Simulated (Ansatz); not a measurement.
Rows from a G0W0 calculation on PbSe (Clausthalite) (Ansatz 0.2.0; G0W0 on PBE (exact-exchange fraction 0.2), plane waves, PAW; PAW set soft_1; 6×6×6 mesh, 239 empty bands, screening to 150 eV, PAW set soft_1 files), in eV. Spin-orbit coupling is left out.

| row | k | band | start | Σx | Σc at the solution | Vxc |
| --- | --- | --- | --- | --- | --- | --- |
| A | (0.000, 0.000, -0.500) | v2 | 6.774 | -17.190 | 1.671 | -15.471 |
| B | (0.000, 0.000, -0.500) | v1 | 8.530 | -16.852 | 0.362 | -16.347 |
| C | (0.000, 0.000, -0.500) | c2 | 11.039 | -8.311 | -3.406 | -11.414 |
| D | (0.000, 0.000, -0.500) | c1 | 9.572 | -7.951 | -3.238 | -10.866 |

Question: Work out each quasiparticle level and how far it moved.

The quasiparticle equation reads E = start + Σx + Σc(E) − Vxc.

| row | E (eV) | shift (eV) |
| --- | --- | --- |
| A | 6.726 | −0.048 |
| B | 8.387 | −0.143 |
| C | 10.736 | −0.303 |
| D | 9.249 | −0.323 |

The gap over the computed points goes from 1.04 eV to 0.86 eV.

Limits: not at the basis limit; no spin-orbit coupling.

[Runs of the session that timed out or met a known fault of the program may be left out.]

[Cells called generated may have been cut or substituted from an entry of the Crystallography Open Database or the Materials Project.]

[Hosts, paths, dates, database ids (printed as entryN), source tags and the programs' standing remarks are cut or masked in the printed files.]
